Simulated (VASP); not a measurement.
From an Ansatz input to VASP: CdTe (strained zincblende)

Ansatz input

```yaml
crystal:
  lattice:
    - [0.0, 3.4111533208, 3.4111533208]
    - [3.4111533208, 0.0, 3.4111533208]
    - [3.4111533208, 3.4111533208, 0.0]
  atoms:
    - { symbol: Cd, position: [0.0, 0.0, 0.0] }
    - { symbol: Te, position: [0.25, 0.25, 0.25] }
kpoints:
  mp_grid: { grid: [6, 6, 6] }
  band_path:
    path:
      - [0.0, 0.0, 0.0]
      - [-0.5, -0.5, 0.0]
      - [-0.375, -0.375, 0.25]
      - [-0.375, 0.0, 0.375]
      - [0.0, 0.0, 0.5]
      - [-0.5, -0.25, 0.25]
    npoints: 1
hamiltonian:
  xc: r2scan
scf:
  occupations: { method: fixed }
  n_extra_bands: 4
output:
  forces: true
  stress: true
  eigenvalues: true
```

**Question.** Translate this input to VASP.

**Answer.** 

INCAR

```
EDIFF = 1E-7
PREC = Accurate
METAGGA = R2SCAN
SIGMA = 0.01
LWAVE = .FALSE.
LREAL = .FALSE.
ALGO = Normal
LCHARG = .FALSE.
NSW = 0
ENCUT = 520
ISMEAR = 0
ISIF = 2
LASPH = .TRUE.
NBANDS = 16
NELM = 120
IBRION = -1
```

KPOINTS

```
KPOINTS created by Atomic Simulation Environment
0
Gamma
6 6 6
0 0 0
```

KPOINTS_OPT

```
special points
6
Reciprocal
0.0000000000 0.0000000000 0.0000000000 1
-0.5000000000 -0.5000000000 0.0000000000 1
-0.3750000000 -0.3750000000 0.2500000000 1
-0.3750000000 0.0000000000 0.3750000000 1
0.0000000000 0.0000000000 0.5000000000 1
-0.5000000000 -0.2500000000 0.2500000000 1
```

POSCAR

```
Cd Te
 1.0000000000000000
     0.0000000000000000    3.4111533208000000    3.4111533208000000
     3.4111533208000000    0.0000000000000000    3.4111533208000000
     3.4111533208000000    3.4111533208000000    0.0000000000000000
 Cd  Te
   1   1
Cartesian
  0.0000000000000000  0.0000000000000000  0.0000000000000000
  1.7055766604000004  1.7055766604000004  1.7055766604000004
```

VASP ran with the recommended PBE PAW datasets (18 valence electrons in the cell). Other inputs would serve too.

|  | Ansatz | VASP |
| --- | --- | --- |
| gap between bands v and c | 0.79 eV | 0.78 eV |
| least direct gap | 0.79 eV | 0.78 eV |
| pressure | -3.6 GPa | -3.6 GPa |

The two codes use different PAW datasets and cutoffs. VASP's cell holds 18 valence electrons and Ansatz's 36. Ansatz's stress includes a Pulay correction; VASP's doesn't.
